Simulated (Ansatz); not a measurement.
The cell is COD entry 1538296, as deposited and not checked against the literature; nothing was relaxed. The listed cell was then made from it by scaling, straining or moving an atom.

An input for HgTe: DFT, LDA, all-electron LAPW, scalar-relativistic (Ansatz 0.2.0).

Command: `ansatz run input.yaml --threads 1 --pin off --max-ram 3072MiB --backend cpu --events-out ev --progress --plain --runs-dir out` The run took 49 s on 1 thread of Arm Neoverse V1, with other jobs on the host, peak memory 0.54 GiB.

```yaml
crystal:
  lattice:
    - [0.0, 2.97993, 2.9215]
    - [2.97993, 0.0, 2.9215]
    - [2.97993, 2.97993, 0.0]
  atoms:
    - { symbol: Hg, position: [0.0, 0.0, 0.0] }
    - { symbol: Te, position: [0.5, 0.5, 0.5] }
kpoints:
  mp_grid: { grid: [10, 10, 10] }
  band_path:
    path:
      - [0.0, 0.0, 0.0]
      - [0.0, 0.5, 0.5]
      - [0.25, 0.75, 0.5]
      - [0.0, 0.5, 0.0]
      - [0.0, 0.0, 0.0]
      - [0.5, 0.5, 0.0]
      - [0.38005, 0.61995, 0.0]
      - [-0.38005, 0.38005, 0.0]
      - [0.0, 0.0, 0.0]
    npoints: 5
scf:
  occupations: { method: fermi_dirac, width: 0.08 }
hamiltonian:
  xc: lda
  pseudopotentials: { kind: all_electron, lapw: { basis_error: 0.001 } }
output:
  forces: true
  stress: true
  eigenvalues: true
```

The results part of the log:

```
SCF 1 converged in 10 iterations: F = -718270.949173 eV  dr2 = 1.34e-8
NSCF: frozen V_eff on 41 k-points
SCF converged after 10 iterations
Free energy (F): -718270.949173 eV
Harris-Foulkes:  -718270.949173 eV  (|F-HF|=9.20e-9)
Internal energy: -718270.934743 eV  (E = F + TS)
E sigma→0 (E₀):  -718270.941958 eV
Entropy (-TS):   -0.014430 eV (-7.215 meV/atom)
Fermi energy:    15.163295 eV
--- Per-component energies (eV) ---
  E_band       = -2484.372842
  E_kinetic    = 805270.245103
  E_xc         = -14479.900726
  E_electrostatic = -1509061.279120  (all electrons and nuclei)
  E_smearing   = -0.014430  (= −TS)
  E_closure    = 0.000000  (closes the sum)
  E_atoms      = -718266.013367  (free atoms, spherical and without spin; not in F)
  Σ components = -718270.949173   (vs F -718270.949173, Δ=0.00e0)
  Basis errors (estimates in eV, not in F): energy 3.2e-4 per atom: plane waves 3.2e-4 (1.7e-4 summed), levels above the bands 1.4e-45, relativity 7.4e-9, radial functions 5.4e-6, core shells 1.1e-6; eigenvalues (radial functions only) 2.4e-6; not estimated: angular momenta, meshes, grids; target (lapw.basis_error) 1.0e-3; muffin-tin radii Te 1.437 Å, Hg 1.484 Å
--- Forces (eV/Å), atoms counted from 1 ---
  atom   1  Hg    -0.00000000     0.00000000     0.00000000
  atom   2  Te     0.00000000     0.00000000    -0.00000000
  max |Σ_I F_I| component: 1.58e-30 eV/Å
--- Stress (GPa, compression-positive) ---
        0.157010       0.000000       0.000000
        0.000000       0.157010      -0.000000
        0.000000      -0.000000       2.192647
  P = ⅓ Tr σ = 0.8356 GPa (8.356 kbar)
--- Band table (eV; the first three rows and the last of 102) ---
  k-point 0: bands = ["-143.7298", "-99.9303", "-93.9547", "-93.9440", "-93.9440", "-77.9653", "-77.9650", "-77.9650", "-77.9646", "-77.9646", "-77.9646", "-77.9644", "-48.2509", "-48.2355", "-48.2355", "-21.5524", "-21.5425", "-21.5425", "-21.5374", "-21.5320", "2.4096", "8.1297", "8.1619", "8.1917", "8.1917", "8.2422", "14.2150", "14.3646", "14.3646", "14.4462", "22.8751", "22.8751", "22.9830", "22.9830", "23.0231"]
  k-point 1: bands = ["-143.7298", "-99.9303", "-93.9547", "-93.9440", "-93.9440", "-77.9653", "-77.9650", "-77.9650", "-77.9646", "-77.9646", "-77.9646", "-77.9644", "-48.2509", "-48.2356", "-48.2355", "-21.5523", "-21.5424", "-21.5423", "-21.5373", "-21.5319", "2.5110", "8.0851", "8.1201", "8.1828", "8.2101", "8.2495", "12.8259", "14.3794", "14.4568", "15.8689", "21.5512", "22.0883", "22.3821", "22.8612", "23.3569"]
  k-point 2: bands = ["-143.7298", "-99.9303", "-93.9547", "-93.9440", "-93.9440", "-77.9653", "-77.9650", "-77.9650", "-77.9646", "-77.9646", "-77.9646", "-77.9644", "-48.2510", "-48.2357", "-48.2356", "-21.5520", "-21.5421", "-21.5419", "-21.5370", "-21.5316", "2.8025", "7.9651", "8.0075", "8.1262", "8.2666", "8.2914", "11.3722", "14.6760", "14.7061", "17.0763", "20.3189", "20.9655", "21.2972", "22.7830", "23.8973"]
  k-point 101: bands = ["-143.7298", "-99.9303", "-93.9547", "-93.9440", "-93.9440", "-77.9653", "-77.9650", "-77.9650", "-77.9646", "-77.9646", "-77.9646", "-77.9644", "-48.2515", "-48.2358", "-48.2358", "-21.5533", "-21.5393", "-21.5393", "-21.5359", "-21.5330", "3.6770", "8.0487", "8.2962", "8.5142", "8.5142", "9.2893", "10.2830", "12.1091", "12.4813", "12.4813", "19.8487", "24.6430", "24.6430", "25.2949", "27.8741"]
```
